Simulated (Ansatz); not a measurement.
Crystal: Se.

```
Se
1.0
     4.36620    0.00000    0.00000
    -2.18310    3.78124    0.00000
     0.00000    0.00000    4.95360
Se
3
Cartesian
  1.6910 2.9289 0.0000
  -0.4921 0.8523 3.3024
  0.9841 0.0000 1.6512
```

| Item | Value |
| --- | --- |
| Program | Ansatz 0.2.0 |
| Task | relaxation of cell and atoms |
| Functional | PBEsol |
| Potentials or basis | Ansatz PAW |
| Cutoff | 420 eV (not typed: the program's choice for these potentials) |
| k mesh | 7 × 7 × 6 |
| Occupations | fermi-dirac, width 0.05 eV |
| Spin | no spin polarisation |

At the start: volume 27.26 Å³/atom.

Task: How do energy, volume and symmetry change on relaxing?

Result: It ends after 6 steps and the volume is 24.11 Å³/atom (-11.6 %); space group P3_121 (No. 152, to 0.05 Å).

Step by step:
```
step  energy change (eV)  largest force (eV/Å)  volume (Å³)
   1              0.0000                0.2873        81.78
   2             -0.0392                0.1855        76.66
   3             -0.0695                0.1065        71.76
   4             -0.0717                0.0075        71.74
   5             -0.0721                0.0001        72.33
   6             -0.0713                0.0000        72.33
```

Final structure:
```yaml
crystal:
  lattice:
    - [4.03770, 0.00000, 0.00000]
    - [-2.01885, 3.49675, 0.00000]
    - [0.00000, 0.00000, 5.12294]
  atoms:
    - { symbol: Se, position: [0.75133, 0.75133, 0.00000] }
    - { symbol: Se, position: [0.00000, 0.24867, 0.66667] }
    - { symbol: Se, position: [0.24867, 0.00000, 0.33333] }
```

Caveat: the plane-wave basis is chosen anew once the cell has moved, so the energies of steps on either side of that aren't comparable; the PAW data sets come from PBE, with cores solved anew for the run's functional, which leaves a small shift of forces and pressure.
